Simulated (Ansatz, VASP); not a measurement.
**One calculation of Ru, two programs**

```
Ru
1.0
     2.70580    0.00000    0.00000
    -1.35290    2.34329    0.00000
     0.00000    0.00000    4.28190
Ru
2
Cartesian
  1.3529 0.7811 3.2114
  0.0000 1.5622 1.0705
```

Alike in both runs: task single point; functional PBE; k mesh 6 × 6 × 3; occupations fermi-dirac, width 0.04 eV; no spin polarisation.

|  | VASP | Ansatz |
| --- | --- | --- |
| version | VASP 6.6.1 | Ansatz 0.2.0 |
| potentials or method | VASP PAW PBE potentials, release 64 (Ru_pv), cutoff 520 eV | all-electron LAPW, scalar-relativistic |

Ansatz gave:

| Item | Value |
| --- | --- |
| gap on the k mesh at the Fermi level (eV) | none |
| pressure (GPa) | 5.2 |
| largest component of the traceless stress (GPa) | 3.68 |

Q: Which values does VASP return?

A: gap on the k mesh at the Fermi level (eV): none; pressure (GPa): 5.2; largest component of the traceless stress (GPa): 3.65.

A gap of «none» marks a metal or a gap that the smearing closes. Ansatz ran all-electron here, so the differences hold the error of VASP's frozen core and of both bases.

Caveats: the k mesh is coarse (spacing up to 0.49 Å⁻¹), so the values aren't converged; the k mesh is thin for a metal, which can move the energy by tens of meV per atom (Ansatz).
